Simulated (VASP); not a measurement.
Here is a VASP 6.6.1 calculation.

File INCAR:

```
PREC = Accurate ; ENCUT = 600
EDIFF = 1E-7 ; ISMEAR = 1
SIGMA = 0.1 ; LREAL = False
LASPH = True ; NELM = 80
ALGO = Fast ; ISIF = 2
LWAVE = False ; LCHARG = False
GGA = CA ; IBRION = 2
NSW = 40 ; EDIFFG = -0.01
```

The input KPOINTS:

```
regular mesh
0
Gamma
  16 16 16
```

POSCAR

```
W                                       
1.0
   -1.6012387718      1.6012387718      1.6012387718
    1.6012387718     -1.6012387718      1.6012387718
    1.6012387718      1.6012387718     -1.6012387718
  W             
     1
Direct
     0.0000000000000000    0.0000000000000000    0.0000000000000000
```

Potentials or basis: VASP PAW LDA potentials, release 64 (W_sv).

Command:

```bash
$ cat potpaw_LDA.64/W_sv/POTCAR > POTCAR
$ mpirun -np 1 vasp_std > vasp.out
```

Predict the band gap on the k mesh.

none (metal or under the smearing width).

Final structure:
```cif
data_structure
_symmetry_space_group_name_H-M 'P 1'
_symmetry_Int_Tables_number 1
_cell_length_a 2.7734
_cell_length_b 2.7734
_cell_length_c 2.7734
_cell_angle_alpha 109.471
_cell_angle_beta 109.471
_cell_angle_gamma 109.471
_cell_volume 16.42
loop_
_atom_site_label
_atom_site_type_symbol
_atom_site_fract_x
_atom_site_fract_y
_atom_site_fract_z
_atom_site_occupancy
W1 W 0.00000 0.00000 0.00000 1
```

Caveat: the relaxation stopped at its first step, so nothing moved. Spin-orbit coupling is left out, which matters for the levels of W.
